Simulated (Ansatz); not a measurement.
## Ionic part of the dielectric constant of Li₂Se at 50 GPa, mode by mode

Computed with DFT PBE, scalar-relativistic, plane waves, PAW in Ansatz 0.2.0. Plane waves to 420 eV; Γ-centred k mesh 10×10×10; fixed occupations. No spin polarisation. Phonons by linear response, acoustic sum rule imposed.

The structure is cubic, space group Fm-3m (No. 225). The conventional cell has a = 5.032 Å, b = 5.032 Å, c = 5.032 Å, α = 90.00°, β = 90.00°, γ = 90.00°. Around Li (site symmetry -43m) lie 4 Se at 2.18 Å. Around Se (site symmetry m-3m) lie 8 Li at 2.18 Å.

Other phases may be more stable at this pressure.

The primitive cell has V = 31.85 Å³ and ε∞,xx = 5.069. Each polar mode adds Δε = (4.92064×10⁷/V)·S/ν² along x, with S its oscillator strength in e²/amu, ν in cm⁻¹ and V in Å³.

Question: From these modes, find each Δε and ε0,xx.
```csv
ν (cm⁻¹),S_xx (e²/amu)
590.9,0.1523
```

Answer:
| ν (cm⁻¹) | Δε |
| --- | --- |
| 590.9 | 0.67 |

The sum is 0.674, so ε0,xx = 5.74; the run's tensor has 5.74.

Question: Where do the longitudinal modes lie for a wave vector along x?

Answer: At 629 cm⁻¹. The Lyddane–Sachs–Teller product Π(ν_LO/ν_TO)² = 1.13 matches ε0/ε∞ = 1.13.

Cost: 1 run of about 2.1 core-minutes, on Arm Neoverse N1 (shared hosts).